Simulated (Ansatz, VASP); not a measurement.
Se: VASP beside Ansatz

Contents of INCAR:

```
SYSTEM = Se
ALGO = Normal
EDIFF = 1E-6
EDIFFG = -0.01
ENCUT = 600
GGA = PS
IBRION = 2
ISIF = 3
ISMEAR = -1
IVDW = 12
LASPH = .TRUE.
LCHARG = .FALSE.
LREAL = .FALSE.
LWAVE = .FALSE.
NELM = 100
NSW = 100
PREC = Accurate
SIGMA = 0.1
```

Contents of KPOINTS:

```
k-points
0
G
  4 4 4
  0 0 0
```

Contents of POSCAR:

```
Se
1.0
    0.0000000000      3.1255670000      3.1255670000
    3.1255670000      0.0000000000      3.1255670000
    3.1255670000      3.1255670000      0.0000000000
Se
2
Direct
    0.5000000000      0.5000000000      0.5000000000
    0.7500000000      0.7500000000      0.7500000000
```

Input for Ansatz:

```yaml
crystal:
  lattice:
    - [0.0, 3.125567, 3.125567]
    - [3.125567, 0.0, 3.125567]
    - [3.125567, 3.125567, 0.0]
  atoms:
    - { symbol: Se, position: [0.5, 0.5, 0.5] }
    - { symbol: Se, position: [0.75, 0.75, 0.75] }
kpoints:
  mp_grid:
    grid: [4, 4, 4]
hamiltonian:
  xc: pbesol
  dispersion: d3bj
  pseudopotentials:
    kind: paw
scf:
  occupations:
    method: fermi_dirac
    width: 0.1
relax:
  max_steps: 100
  cell: {}
```

This isn't the form of Se at room conditions, which is trigonal, of chains.

Alike in both runs: task relaxation of cell and atoms; functional PBEsol; dispersion D3(BJ); k mesh 4 × 4 × 4; occupations fermi-dirac, width 0.1 eV; no spin polarisation.

|  | VASP | Ansatz |
| --- | --- | --- |
| version | VASP 6.6.1 | Ansatz 0.2.0 |
| potentials or method | VASP PAW PBE potentials, release 64 (Se) | plane waves, PAW |
| plane-wave cutoff (eV) | 600 | 420 |
| valence electrons in the cell | 12 | 32 |

```csv
,VASP,Ansatz,Ansatz less VASP
relaxed volume (Å³/atom),29.56,29.54,-0.028
relaxed cell length with the largest relative difference (Å),4.373,4.372,-0.0014
energy change over the relaxation (meV/atom),-4,-5,-0.4
```

The two sets of potentials don't hold the same shells in valence.

Caveats: the k mesh is coarse (spacing up to 0.44 Å⁻¹), so the values aren't converged; the PAW data sets were made with another functional, which shifts forces and pressure a little (VASP); pairwise dispersion overbinds metals, which lowers pressure and volume.
